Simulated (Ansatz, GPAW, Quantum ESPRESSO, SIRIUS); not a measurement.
One calculation of CoO, 5 ways

```
CELL_PARAMETERS angstrom
0.00000 2.13150 2.13150
2.13150 0.00000 2.13150
2.13150 2.13150 0.00000
ATOMIC_POSITIONS crystal
Co 0.00000 0.00000 0.00000
O 0.50000 0.50000 0.50000
```

Alike in all runs: task band structure; functional PBE; k mesh 11 × 11 × 11; occupations fermi-dirac, width 0.05 eV; collinear spin, ferromagnetic start; no spin-orbit coupling. The measured crystal is an antiferromagnetic insulator; the state found here is the runs' own. Pressure is positive in compression and, in plane waves, holds the error of the finite cutoff.

```json
{"program and potentials": "SIRIUS, all-electron FP-LAPW (Koelling-Harmon valence), apw+lo standard", "plane-wave cutoff (eV)": "-", "notes": "-", "pressure (GPa)": "-", "net moment per atom (μB)": "1.45"}
{"program and potentials": "SIRIUS, all-electron FP-LAPW (ZORA valence), apw+lo standard", "plane-wave cutoff (eV)": "-", "notes": "-", "pressure (GPa)": "-", "net moment per atom (μB)": "1.45"}
{"program and potentials": "Quantum ESPRESSO, PseudoDojo 0.4.1 SR PBE standard", "plane-wave cutoff (eV)": "1306", "notes": "11.5 valence electrons an atom on average", "pressure (GPa)": "-1.98", "net moment per atom (μB)": "1.49"}
{"program and potentials": "Ansatz, all-electron LAPW, scalar-relativistic", "plane-wave cutoff (eV)": "-", "notes": "-", "pressure (GPa)": "-1.92", "net moment per atom (μB)": "1.46"}
{"program and potentials": "GPAW, GPAW PAW data sets (gpaw-data 1.2.1)", "plane-wave cutoff (eV)": "800", "notes": "7.5 valence electrons an atom on average", "pressure (GPa)": "-1.34", "net moment per atom (μB)": "1.46"}
```

The pressure spans -1.98 (Quantum ESPRESSO, PseudoDojo 0.4.1 SR PBE standard) to -1.34 GPa (GPAW, GPAW PAW data sets (gpaw-data 1.2.1)), with all-electron results at -1.92. The net moment per atom spans 1.45 (SIRIUS, all-electron FP-LAPW (ZORA valence), apw+lo standard) to 1.49 μB (Quantum ESPRESSO, PseudoDojo 0.4.1 SR PBE standard), with all-electron results at 1.45 to 1.46. The state is the one that the start led to, which needn't be the lowest.

Differences between rows come from potentials, basis sets and numerical settings, since the functional is the same but for its coding. Runs on potential files found faulty are left out.
